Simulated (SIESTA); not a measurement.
Crystal: Tc.

```
Tc
1.0
     0.00000    1.95000    1.95000
     1.95000    0.00000    1.95000
     1.95000    1.95000    0.00000
Tc
1
Direct
  0.00000 0.00000 0.00000
```

This isn't the form of Tc at room conditions, which is hcp.

| Quantity | Value |
| --- | --- |
| Program | SIESTA 5.4.2 |
| Task | single point |
| Functional | PBE |
| Potentials or basis | PseudoDojo 0.4 standard (PBE files) |
| Basis | DZP (energy shift 0.002 Ry) |
| Grid cutoff | 800 Ry |
| Energy shift | 0.002 Ry |
| k mesh | 12 × 12 × 12 |
| Occupations | fermi-dirac, width 0.05 eV |
| Spin | no spin polarisation |

On this cell: pressure -3.1 GPa; band gap on the k mesh none (metal or under the smearing width).

The same run follows on a disturbed copy (cell strained at random at fixed volume):

```xyz
1
Lattice="0.0479 1.9690 1.9714 2.0071 0.0346 1.9847 1.9731 1.9484 0.0686" Properties=species:S:1:pos:R:3 pbc="T T T"
Tc    0.0576    0.0572   -0.0243
```

Question: What changes?

Answer: The energy (extrapolated to zero smearing) moves by +21.5 meV/atom; pressure -2.5 GPa; band gap on the k mesh none (metal or under the smearing width).

Stress tensor (GPa, compression positive):
```
-4.12 -0.82 -7.20
-0.82 -1.91 -5.30
-7.20 -5.30 -1.47
```

Caveats: semicore shells carry a single zeta, which can move pressures by several GPa and volumes by a few percent; the basis of atomic orbitals isn't converged, which shifts pressures, moduli and gaps.
